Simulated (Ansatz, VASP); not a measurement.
**One calculation of KI, two programs**

Contents of INCAR:

```
SYSTEM = KI
PREC = Accurate ; ENCUT = 520
EDIFF = 1E-7 ; ISMEAR = -1
SIGMA = 0.05 ; LREAL = .FALSE.
LASPH = .TRUE. ; NELM = 60
ALGO = Normal ; ISIF = 2
LWAVE = .FALSE. ; LCHARG = .FALSE.
GGA = PE ; IBRION = 2
NSW = 40 ; EDIFFG = -0.02
```

The input KPOINTS:

```
Automatic mesh
0
G
  7 7 7
  0 0 0
```

File POSCAR:

```
KI
1.0
    0.0000000000      3.5327750000      3.4974472500
    3.5327750000      0.0000000000      3.4974472500
    3.5327750000      3.5327750000      0.0000000000
I K
1 1
Direct
    0.5000000000      0.5000000000      0.5000000000
    0.0000000000      0.0000000000      0.0000000000
```

input.yaml

```yaml
crystal:
  lattice:
    - [0.0, 3.532775, 3.49744725]
    - [3.532775, 0.0, 3.49744725]
    - [3.532775, 3.532775, 0.0]
  atoms:
    - { symbol: I, position: [0.5, 0.5, 0.5] }
    - { symbol: K, position: [0.0, 0.0, 0.0] }
hamiltonian:
  xc: pbe
  pseudopotentials: { kind: paw }
kpoints:
  mp_grid: { grid: [7, 7, 7] }
scf:
  occupations: { method: fermi_dirac, width: 0.05 }
output:
  forces: true
  stress: true
  eigenvalues: true
relax:
  f_tol: 0.01
  max_steps: 40
```

Change from the starting cell: strain = -0.01.

Alike in both runs: task relaxation of the atoms; functional PBE; k mesh 7 × 7 × 7; occupations fermi-dirac, width 0.05 eV; no spin polarisation.

|  | VASP | Ansatz |
| --- | --- | --- |
| version | VASP 6.6.1 | Ansatz 0.2.0 |
| potentials or method | VASP PAW PBE potentials, release 64 (I, K_sv) | Ansatz PAW |
| plane-wave cutoff (eV) | 520 | 420 |
| valence electrons in the cell | 16 | 26 |

Ansatz gave:

| Quantity | Value |
| --- | --- |
| gap on the k mesh at the Fermi level, each at its own relaxed structure (eV) | 3.99 |

**Question.** What did VASP give for the same quantities?

**Answer.** gap on the k mesh at the Fermi level, each at its own relaxed structure (eV): 3.98.

The two sets of potentials don't hold the same shells in valence.

Caveats: the relaxation stopped at its first step, so nothing moved; spin-orbit coupling is left out, which moves the levels of the heavy elements; an odd mesh through Γ misses points on the zone boundary, where band edges often lie (VASP); odd divisions of the mesh miss points on the zone boundary, where band edges often lie, so the gap on the mesh can be too wide (Ansatz).
